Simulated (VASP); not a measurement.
# TePb (Fm-3m) in VASP: a series of runs

One crystal, TePb, is run at these levels: RPBE, revPBE, BLYP, PBE, PBE0; tasks: relaxation of cell and atoms, single point.

Program: VASP 6.6.1. These are calculated values, not measurements. Logs are shortened: lines on timing, memory, paths and dates and some standing lists are left out, and cuts for length are marked.

## Step 1: Starting point

It takes space group Fm-3m (No. 225, cubic). The conventional cell has a = 6.462 Å, b = 6.462 Å, c = 6.462 Å, α = 90.00°, β = 90.00°, γ = 90.00°. Pb (site symmetry m-3m) is surrounded by 6 Te at 3.23 Å. Te (site symmetry m-3m) has 6 Pb at 3.23 Å as nearest neighbours.

## Step 2: Relaxation of cell and atoms, RPBE

Input file INCAR:

```
SYSTEM = TePb
PREC = Accurate
ENCUT = 600
EDIFF = 1E-6
ISMEAR = -1
SIGMA = 0.05
LREAL = .FALSE.
LASPH = .TRUE.
NELM = 100
ALGO = Fast
ISIF = 3
LWAVE = .FALSE.
LCHARG = .FALSE.
GGA = RP
IBRION = 2
NSW = 40
EDIFFG = -0.02
```

Input file KPOINTS:

```
Automatic mesh
0
G
  7 7 7
  0 0 0
```

Input file POSCAR:

```
TePb
1.0
    0.0000000000      3.2310000000      3.2310000000
    3.2310000000      0.0000000000      3.2310000000
    3.2310000000      3.2310000000      0.0000000000
Pb Te
1 1
Direct
    0.0000000000      0.0000000000      0.0000000000
    0.5000000000      0.5000000000      0.5000000000
```

Potentials or basis: VASP PAW PBE potentials, release 64 (Pb_d, Te).

Launch:

```sh
$ cat potpaw_PBE.64/Pb_d/POTCAR potpaw_PBE.64/Te/POTCAR > POTCAR
$ mpirun -np 1 vasp_std > vasp.out
```

OUTCAR:

```text
SYSTEM = TePb
   PREC = Accurate
   ENCUT = 600
   EDIFF = 1E-6
   ISMEAR = -1
   LREAL = .FALSE.
   LASPH = .TRUE.
   NELM = 100
   ISIF = 3
   GGA = RP
   IBRION = 2
   NSW = 40
   EDIFFG = -0.02

 ion  position               nearest neighbor table
   1  0.000  0.000  0.000-   2 3.23   2 3.23   2 3.23   2 3.23   2 3.23   2 3.23
   2  0.500  0.500  0.500-   1 3.23   1 3.23   1 3.23   1 3.23   1 3.23   1 3.23

  LATTYP: Found a face centered cubic cell.
 ALAT       =     6.4620000000

  Lattice vectors:

 A1 = (   0.0000000000,   3.2310000000,   3.2310000000)
 A2 = (   3.2310000000,   0.0000000000,   3.2310000000)
 A3 = (   3.2310000000,   3.2310000000,   0.0000000000)

Analysis of symmetry for initial positions (statically):
=====================================================================
 Subroutine PRICEL returns:
 Original cell was already a primitive cell.

 Routine SETGRP: Setting up the symmetry group for a
 face centered cubic supercell.

 Subroutine GETGRP returns: Found 48 space group operations
 (whereof 48 operations were pure point group operations)
 out of a pool of 48 trial point group operations.

The static configuration has the point symmetry O_h .

Analysis of symmetry for dynamics (positions and initial velocities):
=====================================================================
 Subroutine PRICEL returns:
 Original cell was already a primitive cell.

 Routine SETGRP: Setting up the symmetry group for a
 face centered cubic supercell.

 Subroutine GETGRP returns: Found 48 space group operations
 (whereof 48 operations were pure point group operations)
 out of a pool of 48 trial point group operations.

The dynamic configuration has the point symmetry O_h .

 Subroutine INISYM returns: Found 48 space group operations
 (whereof 48 operations are pure point group operations),
 and found     1 'primitive' translations

----------------------------------------------------------------------------------------

                                     Primitive cell

  volume of cell :      67.4592

  direct lattice vectors                    reciprocal lattice vectors
     0.000000000  3.231000000  3.231000000    -0.154750851  0.154750851  0.154750851
     3.231000000  0.000000000  3.231000000     0.154750851 -0.154750851  0.154750851
     3.231000000  3.231000000  0.000000000     0.154750851  0.154750851 -0.154750851

  length of vectors
     4.569324020  4.569324020  4.569324020     0.268036337  0.268036337  0.268036337

  position of ions in fractional coordinates (direct lattice)
     0.000000000  0.000000000  0.000000000
     0.500000000  0.500000000  0.500000000

  ion indices of the primitive-cell ions
   primitive index   ion index
                 1           1
                 2           2

----------------------------------------------------------------------------------------

 KPOINTS: Automatic mesh

Automatic generation of k-mesh.
 Grid dimensions read from file:
 generate k-points for:    7    7    7

 Generating k-lattice:

  Cartesian coordinates                     Fractional coordinates (reciprocal lattice)
    -0.022107264  0.022107264  0.022107264     0.142857143  0.000000000  0.000000000
     0.022107264 -0.022107264  0.022107264     0.000000000  0.142857143  0.000000000
     0.022107264  0.022107264 -0.022107264     0.000000000  0.000000000  0.142857143

  Length of vectors
     0.038290905  0.038290905  0.038290905

  Shift w.r.t. Gamma in fractional coordinates (k-lattice)
     0.000000000  0.000000000  0.000000000

 Subroutine IBZKPT returns following result:
 ===========================================

 Found     20 irreducible k-points:

 Following reciprocal coordinates:
            Coordinates               Weight
  0.000000  0.000000  0.000000      1.000000
  0.142857  0.000000  0.000000      8.000000
  0.285714  0.000000  0.000000      8.000000
  0.428571  0.000000  0.000000      8.000000
  0.142857  0.142857  0.000000      6.000000
  0.285714  0.142857  0.000000     24.000000
[... 12 lines left out ...]
 -0.428571  0.428571  0.142857     24.000000
 -0.285714  0.428571  0.142857     24.000000
   k-points           NKPTS =     20   k-points in BZ     NKDIM =     20   number of bands    NBANDS=     14
   number of dos      NEDOS =    301   number of ions     NIONS =      2
   total plane-waves  NPLWV =  64000
   dimension x,y,z NGX =    40 NGY =   40 NGZ =   40
   dimension x,y,z NGXF=    80 NGYF=   80 NGZF=   80
   ions per type =               1   1
   NGX,Y,Z   is equivalent  to a cutoff of  14.55, 14.55, 14.55 a.u.
   NGXF,Y,Z  is equivalent  to a cutoff of  29.11, 29.11, 29.11 a.u.
 SYSTEM =  TePb
   PREC   = accura    normal or accurate (medium, high low for compatibility)
   ISTART =      0    job   : 0-new  1-cont  2-samecut
   ICHARG =      2    charge: 1-file 2-atom 10-const
   ISPIN  =      1    spin polarized calculation?
   LNONCOLLINEAR =      F non collinear calculations
   LSORBIT =      F    spin-orbit coupling
   LASPH  =      T    aspherical Exc in radial PAW
   ENCUT  =  600.0 eV  44.10 Ry    6.64 a.u.   9.13  9.13  9.13*2*pi/ulx,y,z
   NELM   =    100;   NELMIN=  2; NELMDL= -5     # of ELM steps
   EDIFF  = 0.1E-05   stopping-criterion for ELM
   LREAL  =      F    real-space projection
   EDIFFG = -.2E-01   stopping-criterion for IOM
   NSW    =     40    number of steps for IOM
   IBRION =      2    ionic relax: 0-MD 1-quasi-New 2-CG
   NFREE  =      1    steps in history (QN), initial steepest desc. (CG)
   ISIF   =      3    stress and relaxation
   ISYM   =      2    0-nonsym 1-usesym 2-fastsym
   POTIM  = 0.5000    time-step for ionic-motion
   TEBEG  =    0.0;   TEEND  =   0.0 temperature during run
   PSTRESS=    0.0 pullay stress
   NELECT =      20.0000    total number of electrons
   NUPDOWN=      -1.0000    fix difference up-down
   EMIN   =  10.00;   EMAX   =-10.00  energy-range for DOS
   EFERMI =   0.00;   METHOD = LEGACY
   ISMEAR =    -1;   SIGMA  =   0.05  broadening in eV -4-tet -1-fermi 0-gaus
   EFERMI_NEDOS =   21; number of points for ismear=-14 and -15
   IALGO  =     68    algorithm
   IMIX   =      4    mixing-type and parameters
     AMIX     =   0.40;   BMIX     =  1.00
     AMIX_MAG =   1.60;   BMIX_MAG =  1.00
  volume/ion in A,a.u.               =      33.73       227.62
  Fermi-wavevector in a.u.,A,eV,Ry     =   1.091619  2.062861 16.213147  1.191633
  Thomas-Fermi vector in A             =   2.227868
   LORBIT       =      0    0 simple, 1 ext, 2 COOP (PROOUT), +10 PAW based schemes
   GGA     = RP    functional components
   LHFCALC =     F    Hartree Fock is set to
   AEXX    =    0.0000 exact exchange contribution
   IVDW    =     0    specifies the selected vdW correction
   LEPSILON=     F    determine dielectric tensor
   LRPA    =     F    only Hartree local field effects (RPA)
 conjugate gradient relaxation of ions
 non-spin polarized calculation
 RMM-DIIS sequential band-by-band and
  energy-cutoff  :      600.00
  volume of cell :       67.46
 maximum number of plane-waves:      2259
 NGX is ok and might be reduce to    40
   NGX = 19   NGY = 19   NGZ = 19

--------------------------------------- Ionic step        1  -------------------------------------------

 number of electron      19.9999998 magnetization

 Free energy of the ion-electron system (eV)
  ---------------------------------------------------
  ext. energy  EPLUGINS =         0.00000000
  ---------------------------------------------------
  free energy    TOTEN  =        -6.77834080 eV

  energy without entropy =       -6.77833932  energy(sigma->0) =       -6.77834006

 E-fermi :   6.1862     XC(G=0):  -9.1720

 val. band max:        5.6481858735   @ k =   0.4286   0.0000   0.0000
 cond. band min:       6.7133720424   @ k =   0.4286   0.0000   0.0000
 fundamental gap:      1.0651861689
 Fermi energy:         6.1862374514

 k-point     1 :       0.0000    0.0000    0.0000
  band No.  band energies     occupation
      1     -11.0468      2.00000
      2     -11.0468      2.00000
      3     -11.0412      2.00000
      4     -11.0412      2.00000
      5     -11.0412      2.00000
      6      -6.2572      2.00000
      7       0.1844      2.00000
      8       4.3863      2.00000
      9       4.3863      2.00000
     10       4.3863      2.00000
     11       9.8598      0.00000
     12       9.8598      0.00000
     13       9.8598      0.00000
     14      11.5581      0.00000

 k-point     2 :       0.1429    0.0000    0.0000
  band No.  band energies     occupation
      1     -11.0493      2.00000
      2     -11.0493      2.00000
      3     -11.0406      2.00000
      4     -11.0382      2.00000
      5     -11.0382      2.00000
      6      -6.0829      2.00000
      7      -0.3771      2.00000
      8       4.4385      2.00000
      9       4.4385      2.00000
     10       4.6988      2.00000
[... 366 lines left out ...]
 POSITION                                       TOTAL-FORCE (eV/Angst)
 -----------------------------------------------------------------------------------
      0.00000      0.00000      0.00000         0.000000     -0.000000      0.000000
      3.34933      3.34933      3.34933        -0.000000      0.000000     -0.000000
 -----------------------------------------------------------------------------------
    total drift:                                0.000000     -0.000000     -0.000000

  FREE ENERGIE OF THE ION-ELECTRON SYSTEM (eV)
  ---------------------------------------------------
  free  energy   TOTEN  =        -6.8389296642 eV

  energy  without entropy=       -6.8389291373  energy(sigma->0) =       -6.83892940

--------------------------------------- Ionic step        3  -------------------------------------------

 number of electron      20.0000001 magnetization

 Free energy of the ion-electron system (eV)
  ---------------------------------------------------
  ext. energy  EPLUGINS =         0.00000000
  ---------------------------------------------------
  free energy    TOTEN  =        -6.84228412 eV

  energy without entropy =       -6.84228352  energy(sigma->0) =       -6.84228382

 E-fermi :   5.2001     XC(G=0):  -8.7710

 val. band max:        4.5918578154   @ k =   0.4286   0.0000   0.0000
 cond. band min:       5.7771937437   @ k =   0.4286   0.0000   0.0000
 fundamental gap:      1.1853359283
 Fermi energy:         5.2001011040

 k-point     1 :       0.0000    0.0000    0.0000
  band No.  band energies     occupation
      1     -12.0106      2.00000
      2     -12.0106      2.00000
      3     -12.0106      2.00000
      4     -12.0103      2.00000
      5     -12.0103      2.00000
      6      -6.6435      2.00000
      7      -1.1007      2.00000
      8       3.6356      2.00000
      9       3.6356      2.00000
     10       3.6356      2.00000
     11       8.6824      0.00000
     12       8.6824      0.00000
     13       8.6824      0.00000
     14      10.6904      0.00000

 k-point     2 :       0.1429    0.0000    0.0000
  band No.  band energies     occupation
      1     -12.0122      2.00000
      2     -12.0122      2.00000
      3     -12.0102      2.00000
      4     -12.0082      2.00000
      5     -12.0082      2.00000
      6      -6.4903      2.00000
      7      -1.5191      2.00000
      8       3.6826      2.00000
      9       3.6826      2.00000
     10       3.8439      2.00000
[... 330 lines left out ...]
 POSITION                                       TOTAL-FORCE (eV/Angst)
 -----------------------------------------------------------------------------------
      0.00000      0.00000      0.00000         0.000000      0.000000      0.000000
      3.32599      3.32599      3.32599        -0.000000     -0.000000     -0.000000
 -----------------------------------------------------------------------------------
    total drift:                                0.000000     -0.000000     -0.000000

  FREE ENERGIE OF THE ION-ELECTRON SYSTEM (eV)
  ---------------------------------------------------
  free  energy   TOTEN  =        -6.8422841213 eV

  energy  without entropy=       -6.8422835154  energy(sigma->0) =       -6.84228382

 reached required accuracy - stopping structural energy minimisation
```

It took 59 s on 1 thread of Intel Xeon Platinum 8559C (Emerald Rapids), shared host; peak memory 0.25 GiB.

What came out:

```yaml
Free_energy: -6.8423 eV
Relaxed_volume: 36.79 Å³/atom
Relaxed_cell: a = 4.704 Å, b = 4.704 Å, c = 4.704 Å, α = 60.00°, β = 60.00°, γ = 60.00°
Space_group_after_relaxing_to_0.05_Å: Fm-3m (No. 225)
Energy_gained_by_relaxing: 32.0 meV/atom
Ionic_steps: 3
Pressure_after_relaxing: 0.0 GPa
```

Step by step:
| step | energy change (eV) | largest force (eV/Å) | pressure (GPa) | volume (Å³) |
| --- | --- | --- | --- | --- |
| 1 | 0.0000 | 0.0000 | 3.61 | 67.46 |
| 2 | -0.0606 | 0.0000 | -0.66 | 75.15 |
| 3 | -0.0639 | 0.0000 | 0.02 | 73.59 |

Final structure:
```
Pb Te
1.0
     0.00000    3.32599    3.32599
     3.32599    0.00000    3.32599
     3.32599    3.32599    0.00000
Pb Te
1 1
Cartesian
  0.0000 0.0000 0.0000
  3.3260 3.3260 3.3260
```

Levels at points of the mesh, in eV from the Fermi level:
```
           k point  band 8  band 9  band 10  band 11  band 12  band 13
(0.00, 0.00, 0.00)   -1.56   -1.56    -1.56     3.48     3.48     3.48
```

Caveat: this odd mesh misses L, where the gap lies, so gap, dielectric constants and Born charges aren't listed; the PAW data sets were made with another functional, which shifts forces and pressure a little. RPBE and its kin give volumes clearly too large for solids.

## Step 3: Relaxation of cell and atoms, revPBE

Input file INCAR:

```
PREC = Accurate
ENCUT = 600
EDIFF = 1E-7
ISMEAR = -1
SIGMA = 0.05
LREAL = False
LASPH = True
NELM = 60
ALGO = Normal
ISIF = 3
LWAVE = False
LCHARG = False
GGA = RE
IBRION = 2
NSW = 60
EDIFFG = -0.02
```

Input file KPOINTS:

```
regular mesh
0
Gamma
  7 7 7
```

POSCAR is that of step 2.

Potentials or basis: VASP PAW PBE potentials, release 64 (Pb_d, Te).

Launch:

```sh
$ cat potpaw_PBE.64/Pb_d/POTCAR potpaw_PBE.64/Te/POTCAR > POTCAR
$ mpirun -np 1 vasp_std > vasp.out
```

Wall time 55 s (1 thread of Intel Xeon Platinum 8559C (Emerald Rapids), shared host); peak memory 0.24 GiB.

Results (log left out):

```
Free energy                            : -6.9285 eV
Relaxed volume                         : 36.38 Å³/atom
Relaxed cell                           : a = 4.686 Å, b = 4.686 Å, c = 4.686 Å, α = 60.00°, β = 60.00°, γ = 60.00°
Space group after relaxing (to 0.05 Å) : Fm-3m (No. 225)
Energy gained by relaxing              : 24.8 meV/atom
Ionic steps                            : 3
Pressure after relaxing                : 0.0 GPa
```

Step by step:
| step | energy change (eV) | largest force (eV/Å) | pressure (GPa) | volume (Å³) |
| --- | --- | --- | --- | --- |
| 1 | 0.0000 | 0.0000 | 3.20 | 67.46 |
| 2 | -0.0464 | 0.0000 | -0.67 | 74.24 |
| 3 | -0.0495 | 0.0000 | 0.01 | 72.77 |

Final structure:
```yaml
crystal:
  lattice:
    - [0.00000, 3.31365, 3.31365]
    - [3.31365, 0.00000, 3.31365]
    - [3.31365, 3.31365, 0.00000]
  atoms:
    - { symbol: Pb, position: [0.00000, 0.00000, 0.00000] }
    - { symbol: Te, position: [0.50000, 0.50000, 0.50000] }
```

Levels at points of the mesh, in eV from the Fermi level:
| k point | band 8 | band 9 | band 10 | band 11 | band 12 | band 13 |
| --- | --- | --- | --- | --- | --- | --- |
| (0.00, 0.00, 0.00) | -1.58 | -1.58 | -1.58 | 3.51 | 3.51 | 3.51 |

Caveat: this odd mesh misses L, where the gap lies, so gap, dielectric constants and Born charges aren't listed; the PAW data sets were made with another functional, which shifts forces and pressure a little. Zero-point motion and thermal expansion aren't in these numbers.

## Step 4: Relaxation of cell and atoms, BLYP

Input file INCAR:

```
PREC = Accurate
ENCUT = 600
EDIFF = 1E-7
ISMEAR = -1
SIGMA = 0.05
LREAL = False
LASPH = True
NELM = 100
ALGO = Fast
ISIF = 3
LWAVE = False
LCHARG = False
GGA = B5
ALDAX = 1.0
AGGAX = 1.0
AGGAC = 1.0
ALDAC = 0.0
IBRION = 2
NSW = 40
EDIFFG = -0.01
```

KPOINTS is that of step 3.

POSCAR is that of step 3.

Launch:

```sh
$ cat potpaw_PBE.64/Pb_d/POTCAR potpaw_PBE.64/Te/POTCAR > POTCAR
$ mpirun -np 1 vasp_std > vasp.out
```

Run time: 2.1 min. Hardware: 1 thread of Intel Xeon Platinum 8559C (Emerald Rapids), shared host; peak memory 0.25 GiB.

The run converged. Its results:

```
Free energy                            : -6.3924 eV
Relaxed volume                         : 38.29 Å³/atom
Relaxed cell                           : a = 4.767 Å, b = 4.767 Å, c = 4.767 Å, α = 60.00°, β = 60.00°, γ = 60.00°
Space group after relaxing (to 0.05 Å) : Fm-3m (No. 225)
Energy gained by relaxing              : 70.2 meV/atom
Ionic steps                            : 3
Pressure after relaxing                : 0.0 GPa
```

Step by step:
```csv
step,energy change (eV),largest force (eV/Å),pressure (GPa),volume (Å³)
1,0.0000,0.0000,5.51,67.46
2,-0.1309,0.0000,-1.06,79.43
3,-0.1404,0.0000,0.02,76.58
```

Final structure:
```cif
data_structure
_symmetry_space_group_name_H-M 'P 1'
_symmetry_Int_Tables_number 1
_cell_length_a 4.7666
_cell_length_b 4.7666
_cell_length_c 4.7666
_cell_angle_alpha 60.000
_cell_angle_beta 60.000
_cell_angle_gamma 60.000
_cell_volume 76.58
loop_
_atom_site_label
_atom_site_type_symbol
_atom_site_fract_x
_atom_site_fract_y
_atom_site_fract_z
_atom_site_occupancy
Pb1 Pb 0.00000 0.00000 0.00000 1
Te1 Te 0.50000 0.50000 0.50000 1
```

Levels at points of the mesh, in eV from the Fermi level:
```csv
k point,band 6,band 7,band 8,band 9,band 10,band 11,band 12,band 13,band 14
"(0.00, 0.00, 0.00)",-11.64,-6.58,-1.48,-1.48,-1.48,3.25,3.25,3.25,5.70
```

Caveat: this odd mesh misses L, where the gap lies, so gap, dielectric constants and Born charges aren't listed; the PAW data sets were made with another functional, which shifts forces and pressure a little; the volume moved by +14 % from the deposited cell, more than functionals usually miss. Zero-point motion and thermal expansion aren't in these numbers.

[end of part 1 of 2]
